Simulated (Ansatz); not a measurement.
Set up this calculation in Ansatz 0.2.0, as the native input.

| Quantity | Value |
| --- | --- |
| Task | single point |
| Functional | PBE |
| Potentials or basis | all-electron LAPW, scalar-relativistic |
| Cutoff | 237 eV (chosen from the basis error) |
| Basis error allowed | 0.001 eV/atom |
| k mesh | 13 × 13 × 13 |
| Occupations | fermi-dirac, width 0.05 eV |
| Spin | no spin polarisation |

Ga:

```
Ga
1.0
    -1.34574    1.36748    2.27974
     1.38532   -1.38141    2.31180
     1.38426    1.41993   -2.28809
Ga
1
Cartesian
  0.0327 0.0007 0.0007
```

The cell isn't the ideal one: cell strained at random at fixed volume.

One way to write it, as run:

input.yaml

```yaml
crystal:
  lattice:
    - [-1.345743, 1.367481, 2.279744]
    - [1.385322, -1.38141, 2.311795]
    - [1.384263, 1.41993, -2.288088]
  atoms:
    - { symbol: Ga, position: [0.000172, 0.011881, 0.011873] }
kpoints:
  mp_grid: { grid: [13, 13, 13] }
scf:
  occupations: { method: fermi_dirac, width: 0.05 }
hamiltonian:
  xc: pbe
  pseudopotentials: { kind: all_electron, lapw: { basis_error: 0.001 } }
output:
  forces: true
  stress: true
  eigenvalues: true
  populations: true
```

Potentials or basis: all-electron LAPW, scalar-relativistic.

Launch:

```console
$ ansatz run input.yaml --threads 1 --pin off --max-ram 2560MiB --backend cpu --events-out ev --progress --plain --runs-dir out
```

It gave:

```json
{"Pressure": "3.7 GPa", "Band gap on the k mesh": "none (metal or under the smearing width)"}
```

Run time: 57 s on 1 thread of Arm Neoverse V2 (shared host), peak memory 0.84 GiB.
